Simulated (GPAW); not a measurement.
The system is Sb.

```
CELL_PARAMETERS angstrom
3.20158 0.00000 0.00000
0.00000 3.20158 0.00000
0.00000 0.00000 3.20158
ATOMIC_POSITIONS crystal
Sb 0.00000 0.00000 0.00000
```

This isn't the form of Sb at room conditions, which is rhombohedral.

The cell isn't the ideal one: volume scaled by 1.04.

* Program: GPAW 26.7.0
* Task: relaxation of cell and atoms
* Functional: RPBE
* Potentials or basis: the program's PAW data sets (release 1.2.1) made for this functional
* Cutoff: 600 eV
* Basis: pw
* k mesh: 8 × 8 × 8
* Occupations: gaussian, width 0.05 eV
* Spin: no spin polarisation

At the start: pressure -2.9 GPa; volume 32.82 Å³/atom.

Where does the relaxation end?

Over 3 steps the energy falls by 19.7 meV/atom and the volume is 30.65 Å³/atom (-6.6 %); space group Pm-3m (No. 221, to 0.05 Å).

Step by step:
| step | energy change (eV) | largest force (eV/Å) | pressure (GPa) | volume (Å³) |
| --- | --- | --- | --- | --- |
| 1 | 0.0000 | 0.0000 | -2.95 | 32.82 |
| 2 | -0.0126 | 0.0000 | -1.88 | 31.98 |
| 3 | -0.0197 | 0.0000 | 0.20 | 30.65 |

Final structure:
```
Sb
1.0
     3.12959    0.00000    0.00000
     0.00000    3.12959    0.00000
     0.00000    0.00000    3.12959
Sb
1
Direct
  0.00000 0.00000 0.00000
```

Caveat: later steps reuse the first step's grids.
